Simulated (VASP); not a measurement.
Set up this calculation in VASP 6.6.1, as the native input.

```yaml
Task: single point
Functional: PBEsol
Potentials_or_basis: VASP PAW PBE potentials, release 64 (W_sv)
Cutoff: 520 eV
k_mesh: 18 × 18 × 18
Occupations: gaussian, width 0.1 eV
Spin: no spin polarisation
Dipole_correction: no
Further_INCAR_settings: ALGO = Fast; EDIFF = 1e-07; NBANDS = 13
```

The structure of W lies in POSCAR:

```
W
1.0
    0.0000000000      1.9781335000      1.9781335000
    1.9781335000      0.0000000000      1.9781335000
    1.9781335000      1.9781335000      0.0000000000
W
1
Direct
    0.0000000000      0.0000000000      0.0000000000
```

This isn't the form of W at room conditions, which is bcc.

The cell isn't the ideal one: strained and moved within the space group.

One way to write it, as run:

INCAR

```
SYSTEM = W
PREC = Accurate
ENCUT = 520
EDIFF = 1E-7
ISMEAR = 0
SIGMA = 0.1
LREAL = .False.
LASPH = .True.
NELM = 100
ALGO = Fast
ISIF = 2
LWAVE = .False.
LCHARG = .False.
GGA = PS
NBANDS = 13
```

KPOINTS

```
regular mesh
0
Gamma
  18 18 18
  0 0 0
```

Potentials or basis: VASP PAW PBE potentials, release 64 (W_sv).

Command:

```sh
$ cat potpaw_PBE.64/W_sv/POTCAR > POTCAR
$ mpirun -np 1 vasp_std > vasp.out
```

Results of the run:

- Pressure: 10.9 GPa
- Band gap on the k mesh: none (metal or under the smearing width)

Caveat: the PAW data sets were made with another functional, which shifts forces and pressure a little.

It took 32 s on 1 thread of Intel(R) Xeon(R) Platinum 8488C (Sapphire Rapids), on a shared host, peak memory 0.17 GiB.
